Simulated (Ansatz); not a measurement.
# Gold, simple cubic under PBE: structure, energy and stiffness

The plan for gold in the simple cubic structure: relax it, solve it on a dense k-mesh, switch on spin-orbit coupling, then scale the cell to 7 volumes from 88 to 112 % of the relaxed one and try a fit of the equation of state. The k-meshes are 12×12×12 for the relaxation; 19×19×19 for the dense run; 11×11×11 for spin-orbit coupling; 13×13×13 for the volumes.

This is Au in the simple cubic structure; at room conditions it is fcc.

Method: DFT PBE, plane waves (420 eV) with PAW, scalar-relativistic, in Ansatz 0.2.0.

## Step 1: The starting structure

Symmetry: Pm-3m, No. 221, cubic system. Conventional cell: a = 2.636 Å, b = 2.636 Å, c = 2.636 Å, α = 90.00°, β = 90.00°, γ = 90.00°. Around Au (site symmetry m-3m) lie 6 Au at 2.64 Å.

As a file:

```
Au
1.0
     2.63589    0.00000    0.00000
     0.00000    2.63589    0.00000
     0.00000    0.00000    2.63589
Au
1
Cartesian
  0.0000 0.0000 0.0000
```

## Step 2: Relaxing cell and atoms

The input, input.yaml:

```yaml
crystal:
  lattice:
    - [2.6358905191, 0.0, 0.0]
    - [0.0, 2.6358905191, 0.0]
    - [0.0, 0.0, 2.6358905191]
  atoms:
    - { symbol: Au, position: [0.0, 0.0, 0.0] }
hamiltonian:
  xc: pbe
  pseudopotentials:
    kind: paw
    azcp:
      Au: "pseudopotentials/Au.paw.azcp"
basis:
  ecutwfc: 420
  fft_grid_basis: typed
kpoints:
  mp_grid: { grid: [12, 12, 12], shift: [0, 0, 0] }
magnetization:
  spin_polarized: false
scf:
  occupations: { method: fermi_dirac, width: 0.1 }
relax:
  max_steps: 60
  f_tol: 0.01
  cell: {}
```

Launch:

```
> ansatz run input.yaml --threads 1 --pin off --max-ram 3584MiB --backend cpu --events-out ev --progress --plain --runs-dir out
```

Further steps of the session: Dense single point; With spin-orbit coupling; The cell scaled to 88 % of its volume; The cell scaled to 92 % of its volume; The cell scaled to 96 % of its volume; The cell scaled to 100 % of its volume; The cell scaled to 104 % of its volume; The cell scaled to 108 % of its volume; The cell scaled to 112 % of its volume.

What does the calculation give? Wanted: space group; conventional cell; volume; shortest distance; gap on the mesh; relative to fcc; V₀, B₀, B₀′.

The runs gave:

| quantity | value |
| --- | --- |
| space group (spins left aside) | Pm-3m (No. 221) |
| conventional cell | a = 2.748 Å |
| volume | 20.752 Å³/atom |
| shortest distance | 2.748 Å |
| gap on the mesh | none (levels filled in part) |
| relative to fcc | +198 meV/atom |
| V₀, B₀, B₀′ | 20.759 Å³/atom, 106 GPa, 5.7 |

From the guessed start the volume grew by 13.3 % in 5 steps. It lies 198 meV/atom above the element's reference form at the same level (fcc, from a run of its own), so it is far from stable. Levels at the Fermi energy are filled in part, as in a metal. The total energy of the spin-orbit run lies -37.5 eV/atom from the scalar one, but the two kinds of run don't share a zero of energy: only differences within one kind count. B₀ comes out at 106 GPa. The symmetry was held, so the structure may be unstable against distortions that break it.
